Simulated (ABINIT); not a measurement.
Runs of ABINIT 10.8.3 (patched build) on TiC. Symmetry: Fm-3m, No. 225, cubic system. The conventional cell has a = 4.331 Å, b = 4.331 Å, c = 4.331 Å, α = 90.00°, β = 90.00°, γ = 90.00°. Around Ti (site symmetry m-3m) lie 6 C at 2.17 Å. C (site symmetry m-3m) is surrounded by 6 Ti at 2.17 Å. The cell is a database's computed one.

```csv
task,level,potentials or basis,k mesh,cutoff (eV),fine-grid cutoff,gap on the mesh (eV),pressure (GPa)
single point,LDA,JTH PAW LDA v2.0,7 × 7 × 7,544,1088.46 eV,none,(a)
band structure,LDA-PZ,JTH PAW LDA v2.0,11 × 11 × 11,544,1088.46 eV,none,-11.7
band structure,WC,JTH PAW PBE v2.0,11 × 11 × 11,517,1034.03 eV,none,-5.3
band structure,SCAN,JTH PAW PBE v2.0,11 × 11 × 11,626,1224.51 eV,none,4.2
```

Alike in all rows: no spin polarisation; cell as given; smearing fermi-dirac 0.05 eV.

Task: Estimate the missing entries.

Result: (a) -11.9.

Caveats: the PAW data sets were made with another functional, which shifts forces and pressure a little (some runs).

A gap of «none» marks a metal or a gap under the smearing width.
